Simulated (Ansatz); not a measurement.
**Where the states of Gd lie**

```cif
data_structure
_symmetry_space_group_name_H-M 'Pm-3m'
_symmetry_Int_Tables_number 221
_cell_length_a 3.2602
_cell_length_b 3.2602
_cell_length_c 3.2602
_cell_angle_alpha 90.000
_cell_angle_beta 90.000
_cell_angle_gamma 90.000
_cell_volume 34.65
loop_
_atom_site_label
_atom_site_type_symbol
_atom_site_symmetry_multiplicity
_atom_site_Wyckoff_symbol
_atom_site_fract_x
_atom_site_fract_y
_atom_site_fract_z
_atom_site_occupancy
Gd1 Gd 1 a 0.00000 0.00000 0.00000 1
```

The runs use the primitive cell with vectors (3.260, 0.000, 0.000), (0.000, 3.260, 0.000), (0.000, 0.000, 3.260) Å, to which the k mesh refers.

It takes space group Pm-3m (No. 221, cubic). Conventional cell: a = 3.260 Å, b = 3.260 Å, c = 3.260 Å, α = 90.00°, β = 90.00°, γ = 90.00°. Gd (site symmetry m-3m) has 6 Gd at 3.26 Å as nearest neighbours.

The structure comes from a relaxation in the same program, started in the sc type, and has space group Pm-3m. Whether it is a known phase or the ground state wasn't checked.

Where the f shell is localised, expect the real compound to differ from this run without U.

The magnetic state is the one reached from the start moments; no search over orders was made, so it needn't be the ground state.

Spin–orbit coupling is left out, though it moves levels of the heavy atoms by tenths of an eV or more.

Theory: Ansatz 0.2.0, DFT, PBE, all-electron LAPW, scalar-relativistic.

Numerical set-up: a Γ-centred 10×10×10 k mesh, Fermi–Dirac smearing of 0.05 eV, basis error target 0.5 meV/atom, spin-polarised from start moments Gd 7 μB, ending with a cell moment of 7.87 μB.

States per eV and cell, averaged over 0.4 eV, from -5.0 to 2.0 eV, with energies (bin centres) from the Fermi level; empty bins are left out. The partial columns, the largest 4 alone, are projections on Löwdin-orthogonalised atomic shells (those that the program's projection atoms carry: the occupied ones and, for some elements, an empty d or f shell; other empty shells have no column), summed over atoms of an element and both spins. Weights on diffuse s and p shells depend on that basis and aren't pure angular character.

| E (eV) | spin-up | spin-down | Gd 4f | Gd 5d | Gd 6s | Gd 5p |
| --- | --- | --- | --- | --- | --- | --- |
| -4.9 | 17.50 | 0.00 | 17.46 | 0.03 | 0.00 | 0.00 |
| -4.5 | 0.02 | 0.00 | 0.00 | 0.00 | 0.02 | 0.00 |
| -4.1 | 0.05 | 0.00 | 0.00 | 0.00 | 0.05 | 0.00 |
| -3.7 | 0.08 | 0.01 | 0.00 | 0.01 | 0.08 | 0.00 |
| -3.3 | 0.11 | 0.04 | 0.00 | 0.02 | 0.12 | 0.00 |
| -2.9 | 0.14 | 0.07 | 0.00 | 0.03 | 0.16 | 0.00 |
| -2.5 | 0.20 | 0.09 | 0.00 | 0.07 | 0.20 | 0.01 |
| -2.1 | 0.42 | 0.12 | 0.00 | 0.28 | 0.24 | 0.01 |
| -1.7 | 0.79 | 0.16 | 0.00 | 0.65 | 0.27 | 0.02 |
| -1.3 | 0.71 | 0.42 | 0.01 | 0.89 | 0.20 | 0.02 |
| -0.9 | 0.39 | 0.95 | 0.06 | 1.05 | 0.19 | 0.02 |
| -0.5 | 1.25 | 0.63 | 0.09 | 1.63 | 0.11 | 0.02 |
| -0.1 | 0.86 | 0.22 | 0.11 | 0.86 | 0.07 | 0.01 |
| 0.3 | 1.08 | 13.85 | 12.93 | 1.66 | 0.17 | 0.03 |
| 0.7 | 0.60 | 3.78 | 3.49 | 0.82 | 0.03 | 0.01 |
| 1.1 | 0.33 | 1.37 | 0.32 | 1.24 | 0.07 | 0.02 |
| 1.5 | 0.39 | 1.21 | 0.18 | 1.25 | 0.10 | 0.02 |
| 1.9 | 0.77 | 0.81 | 0.09 | 1.37 | 0.07 | 0.02 |

Q: Which of the resolved shells contributes most within 0.3 eV of the Fermi level?

A: Gd 4f, with 64 % of all states there; Gd 5d follows with 31 %.

Q: Where is the centre of the filled Gd 4f states between -14 eV and the top of the filled states?

A: -4.80 eV from the Fermi level.
